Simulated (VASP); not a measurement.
A run of VASP 6.6.1:

Contents of INCAR:

```
SYSTEM = Li
ALGO = Normal
EDIFF = 1E-7
EDIFFG = -0.01
ENCUT = 600
GGA = PE
IBRION = 2
ISIF = 3
ISMEAR = -1
LASPH = .True.
LCHARG = .False.
LREAL = .False.
LWAVE = .False.
NELM = 80
NSW = 60
PREC = Accurate
PSTRESS = 20
SIGMA = 0.05
```

Contents of KPOINTS:

```
k-points
0
Gamma
  10 10 10
  0 0 0
```

Contents of POSCAR:

```
Li
1.0
    2.9357600000      0.0000000000      0.0000000000
   -1.4678800000      2.5424500000      0.0000000000
    0.0000000000      0.0000000000      2.7146800000
Li
1
Direct
    0.0000000000      0.0000000000      0.0000000000
```

Potentials or basis: VASP PAW PBE potentials, release 64 (Li_sv).

Launch:

```sh
$ cat potpaw_PBE.64/Li_sv/POTCAR > POTCAR
$ mpirun -np 1 vasp_std > vasp.out
```

Hardware: 1 thread of Intel(R) Xeon(R) 6975P-C (Granite Rapids), on a shared host.

Question: Estimate the wall time of this run.

Answer: It took 12 s on 1 thread of Intel(R) Xeon(R) 6975P-C (Granite Rapids), with other jobs on the host, peak memory 0.13 GiB. Counts: scf iterations 57, k points 84, ion steps 6.
